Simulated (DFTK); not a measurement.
LiF (Griceite) under changes of volume

One of the cells (8.169 Å³/atom); the others are scaled copies at fixed shape and fractional positions:

```xyz
2
Lattice="0.0000 2.0140 2.0140 2.0140 0.0000 2.0140 2.0140 2.0140 0.0000" Properties=species:S:1:pos:R:3 pbc="T T T"
F     2.0140    2.0140    2.0140
Li    0.0000    0.0000    0.0000
```

* Program: DFTK 0.8.2
* Functional: PBEsol
* Potentials or basis: dojo.nc.sr.pbesol.v0_4_1.standard.upf (PBEsol)
* Cutoff: 1143 eV
* k mesh: 11 × 11 × 11
* Occupations: fermi-dirac, width 0.05 eV
* Spin: no spin polarisation

| volume (Å³/atom) | energy over the lowest point (meV/atom) | pressure (GPa) | gap on the mesh (eV) |
| --- | --- | --- | --- |
| 7.679 | 3.33 | 3.3 | 9.51 |
| 7.842 | ? | ? | ? |
| 8.006 | 0.00 | 0.0 | 9.12 |
| 8.169 | 0.71 | -1.4 | 8.94 |
| 8.333 | 2.78 | -2.7 | 8.77 |
| 8.496 | 6.09 | -3.8 | 8.61 |
| 8.659 | 10.50 | -4.9 | 8.45 |

Q: What does the run at 7.842 Å³/atom give?

A: Energy over the lowest point 0.82 meV/atom; pressure 1.6 GPa; gap on the mesh 9.31 eV.

Worked out: A Birch-Murnaghan fit of order 3 (a polynomial in V^(-2/3)) to the other rows has its minimum at 8.01 Å³/atom with B0 = V·E''(V) = 73 GPa and B' = 4.1. It gives 0.83 meV/atom at 7.842 Å³/atom, against the run's 0.82, and -dE/dV = 1.6 GPa, against 1.6. A straight line through the other rows of the gap, of slope -8.8 eV per unit of ln V (its deformation potential), gives 9.31 eV, against the run's 9.31.

Energies are extrapolated to zero smearing.

Caveats: an odd mesh through Γ misses points on the zone boundary, where band edges often lie.
